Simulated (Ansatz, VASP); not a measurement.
SrTiO3: VASP beside Ansatz

INCAR

```
  ALGO = Normal
  EDIFF = 1E-6
  ENCUT = 520
  GGA = PE
  ISIF = 2
  ISMEAR = 0
  LASPH = T
  LCHARG = F
  LREAL = F
  LWAVE = F
  NBANDS = 28
  NELM = 100
  PREC = Accurate
  SIGMA = 0.05
```

File KPOINTS:

```
k-points
0
Gamma
  8 8 8
```

POSCAR

```
SrTiO3
1.0
    3.9901850463      0.4797583193      0.4797583193
    0.4797583193      3.9901850463      0.4797583193
    0.4797583193      0.4797583193      3.9901850463
Sr Ti O
1 1 3
Direct
    0.0000000000      0.0000000000      0.0000000000
    0.5000000000      0.5000000000      0.5000000000
    0.0000000000      0.5000000000      0.5000000000
    0.5000000000      0.0000000000      0.5000000000
    0.5000000000      0.5000000000      0.0000000000
```

Input for Ansatz:

```yaml
crystal:
  lattice:
    - [3.9901850463, 0.4797583193, 0.4797583193]
    - [0.4797583193, 3.9901850463, 0.4797583193]
    - [0.4797583193, 0.4797583193, 3.9901850463]
  atoms:
    - { symbol: Sr, position: [0.0, 0.0, 0.0] }
    - { symbol: Ti, position: [0.5, 0.5, 0.5] }
    - { symbol: O, position: [0.0, 0.5, 0.5] }
    - { symbol: O, position: [0.5, 0.0, 0.5] }
    - { symbol: O, position: [0.5, 0.5, 0.0] }
basis:
  ecutwfc: 420
kpoints:
  mp_grid: { grid: [8, 8, 8] }
hamiltonian:
  xc: pbe
scf:
  occupations: { method: gaussian, width: 0.05 }
output:
  forces: true
  stress: true
  eigenvalues: true
```

Alike in both runs: task single point; functional PBE; k mesh 8 × 8 × 8; occupations gaussian, width 0.05 eV; no spin polarisation.

|  | VASP | Ansatz |
| --- | --- | --- |
| version | VASP 6.6.1 | Ansatz 0.2.0 |
| potentials or method | VASP PAW PBE potentials, release 64 (Sr_sv, Ti_sv, O) | scalar-relativistic, plane waves, PAW |
| plane-wave cutoff (eV) | 520 | 420 |
| valence electrons in the cell | 40 | 40 |

VASP gave:

- pressure (GPa): 7.0
- largest component of the traceless stress (GPa): 24.83

Q: What did Ansatz give for the same quantities?

A: Pressure (GPa): 6.1; largest component of the traceless stress (GPa): 24.67.

The functional is the same, so the differences come from potentials, cutoffs and numerics.
